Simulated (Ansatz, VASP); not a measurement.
## One calculation of LuH2, two programs

```
CELL_PARAMETERS angstrom
0.00000 2.42770 2.42770
2.42770 0.00000 2.42770
2.42770 2.42770 0.00000
ATOMIC_POSITIONS crystal
Lu 0.00000 0.00000 0.00000
H 0.25000 0.25000 0.25000
H 0.75000 0.75000 0.75000
```

Alike in both runs: functional PBEsol; k mesh 14 × 14 × 14; occupations fermi-dirac, width 0.1 eV; no spin polarisation.

Ansatz relaxed the structure, and its values are those at the end. VASP's run is a single point on that final structure, the one shown.

|  | VASP | Ansatz |
| --- | --- | --- |
| version | VASP 6.6.1 | Ansatz 0.2.0 |
| potentials or method | VASP PAW PBE potentials, release 64 (Lu, H) | PAW with Ansatz's default frozen-core files, scalar-relativistic |
| plane-wave cutoff (eV) | 520 | 420 |
| valence electrons in the cell | 27 | 27 |

|  | VASP | Ansatz | Ansatz less VASP |
| --- | --- | --- | --- |
| pressure (GPa) | 7.4 | 7.0 | -0.39 |

Caveats: the PAW data sets were made with another functional, which shifts forces and pressure a little (VASP). Spin-orbit coupling is left out, which matters for the levels of Lu.
